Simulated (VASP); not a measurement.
Input of a VASP 6.6.1 run:

The input POSCAR:

```
CoO
1.0
    2.5705263100      0.0000000000      0.0000000000
    0.0000000000      2.5705263100      0.0000000000
    0.0000000000      0.0000000000      5.1410526200
Co O
2 2
Direct
    0.0000000000      0.0000000000      0.0000000000
    0.0000000000      0.0000000000      0.5000000000
    0.5000000000      0.5000000000      0.2500000000
    0.5000000000      0.5000000000      0.7500000000
```

Contents of INCAR.step1:

```
SYSTEM = CoO
  ALGO = Normal
  EDIFF = 1E-6
  ENCUT = 520
  GGA = PE
  ISIF = 2
  ISMEAR = -1
  ISPIN = 2
  LASPH = .True.
  LCHARG = .True.
  LDAU = .True.
  LDAUJ = 0 0
  LDAUL = 2 -1
  LDAUPRINT = 1
  LDAUTYPE = 2
  LDAUU = 6 0
  LMAXMIX = 4
  LREAL = .False.
  LWAVE = .False.
  MAGMOM = 2 -2 0 0
  NBANDS = 27
  NELM = 120
  PREC = Accurate
  SIGMA = 0.05
```

KPOINTS.step1

```
k-points
0
Gamma
  10 10 5
  0 0 0
```

The input INCAR.step2:

```
SYSTEM = CoO
  ALGO = Normal
  EDIFF = 1E-6
  ENCUT = 520
  GGA = PE
  ICHARG = 11
  ISIF = 2
  ISMEAR = -5
  ISPIN = 2
  LASPH = .True.
  LCHARG = .False.
  LDAU = .True.
  LDAUJ = 0 0
  LDAUL = 2 -1
  LDAUPRINT = 1
  LDAUTYPE = 2
  LDAUU = 6 0
  LMAXMIX = 4
  LORBIT = 10
  LREAL = .False.
  LWAVE = .False.
  MAGMOM = 2 -2 0 0
  NBANDS = 27
  NEDOS = 2001
  NELM = 120
  PREC = Accurate
  SIGMA = 0.05
```

The input KPOINTS.step2:

```
k-points
0
Gamma
  15 15 8
  0 0 0
```

Potentials or basis: VASP PAW PBE potentials, release 64 (Co, O).

Command:

```sh
$ cat potpaw_PBE.64/Co/POTCAR potpaw_PBE.64/O/POTCAR > POTCAR
$ cp INCAR.step1 INCAR
$ cp KPOINTS.step1 KPOINTS
$ mpirun -np 1 vasp_std > vasp.out
$ cp INCAR.step2 INCAR
$ cp KPOINTS.step2 KPOINTS
$ mpirun -np 1 vasp_std > vasp.out
```

Q: Estimate the site moments.

A: Co +2.73, -2.73; O +0.00 μB.

Q: What does it give for the net moment?

A: 0.00 μB per cell.

States per cell in windows of 0.5 eV (zero at the valence-band top; states under -8 eV left out):
| from (eV) | up | down | Co1_d_up | Co2_d_down | Co1_d_down | Co2_d_up | O3_p_up | O3_p_down |
| --- | --- | --- | --- | --- | --- | --- | --- | --- |
| -8.0 | 0.28 | 0.28 | 0.12 | 0.12 | 0.01 | 0.01 | 0.03 | 0.03 |
| -7.5 | 0.88 | 0.88 | 0.46 | 0.46 | 0.03 | 0.03 | 0.09 | 0.09 |
| -7.0 | 0.94 | 0.94 | 0.57 | 0.57 | 0.02 | 0.02 | 0.08 | 0.08 |
| -6.5 | 1.29 | 1.29 | 0.94 | 0.94 | 0.04 | 0.04 | 0.07 | 0.07 |
| -6.0 | 1.26 | 1.26 | 0.96 | 0.96 | 0.08 | 0.08 | 0.04 | 0.04 |
| -5.5 | 0.83 | 0.83 | 0.48 | 0.48 | 0.10 | 0.10 | 0.06 | 0.06 |
| -5.0 | 0.77 | 0.77 | 0.21 | 0.21 | 0.29 | 0.29 | 0.06 | 0.06 |
| -4.5 | 0.65 | 0.65 | 0.15 | 0.15 | 0.21 | 0.21 | 0.07 | 0.07 |
| -4.0 | 0.72 | 0.72 | 0.24 | 0.24 | 0.16 | 0.16 | 0.08 | 0.08 |
| -3.5 | 0.89 | 0.89 | 0.26 | 0.26 | 0.20 | 0.20 | 0.12 | 0.12 |
| -3.0 | 0.82 | 0.82 | 0.19 | 0.19 | 0.22 | 0.22 | 0.12 | 0.12 |
| -2.5 | 0.80 | 0.80 | 0.12 | 0.12 | 0.27 | 0.27 | 0.13 | 0.13 |
| -2.0 | 1.07 | 1.07 | 0.08 | 0.08 | 0.44 | 0.44 | 0.19 | 0.19 |
| -1.5 | 0.89 | 0.89 | 0.08 | 0.08 | 0.11 | 0.11 | 0.26 | 0.26 |
| -1.0 | 0.74 | 0.74 | 0.07 | 0.07 | 0.06 | 0.06 | 0.24 | 0.24 |
| -0.5 | 0.23 | 0.23 | 0.02 | 0.02 | 0.01 | 0.01 | 0.08 | 0.08 |
| 0.0 | 0.00 | 0.00 | 0.00 | 0.00 | 0.00 | 0.00 | 0.00 | 0.00 |
| 0.5 | 0.00 | 0.00 | 0.00 | 0.00 | 0.00 | 0.00 | 0.00 | 0.00 |
| 1.0 | 0.00 | 0.00 | 0.00 | 0.00 | 0.00 | 0.00 | 0.00 | 0.00 |
| 1.5 | 0.00 | 0.00 | 0.00 | 0.00 | 0.00 | 0.00 | 0.00 | 0.00 |
| 2.0 | 0.00 | 0.00 | 0.00 | 0.00 | 0.00 | 0.00 | 0.00 | 0.00 |
| 2.5 | 0.01 | 0.01 | 0.00 | 0.00 | 0.00 | 0.00 | 0.00 | 0.00 |
| 3.0 | 0.91 | 0.91 | 0.00 | 0.00 | 0.76 | 0.76 | 0.01 | 0.01 |
| 3.5 | 1.65 | 1.65 | 0.01 | 0.01 | 1.39 | 1.39 | 0.07 | 0.07 |
| 4.0 | 0.52 | 0.52 | 0.00 | 0.00 | 0.41 | 0.41 | 0.03 | 0.03 |
| 4.5 | 0.04 | 0.04 | 0.00 | 0.00 | 0.01 | 0.01 | 0.00 | 0.00 |
| 5.0 | 0.05 | 0.05 | 0.00 | 0.00 | 0.01 | 0.01 | 0.01 | 0.01 |
| 5.5 | 0.06 | 0.06 | 0.00 | 0.00 | 0.00 | 0.00 | 0.01 | 0.01 |
| 6.0 | 0.09 | 0.09 | 0.00 | 0.00 | 0.00 | 0.00 | 0.01 | 0.01 |
| 6.5 | 0.19 | 0.19 | 0.01 | 0.01 | 0.01 | 0.01 | 0.02 | 0.02 |
| 7.0 | 0.35 | 0.35 | 0.01 | 0.01 | 0.02 | 0.02 | 0.04 | 0.04 |
| 7.5 | 0.67 | 0.67 | 0.02 | 0.02 | 0.03 | 0.03 | 0.07 | 0.07 |

The state reached can hang on the start; a lower one may exist.
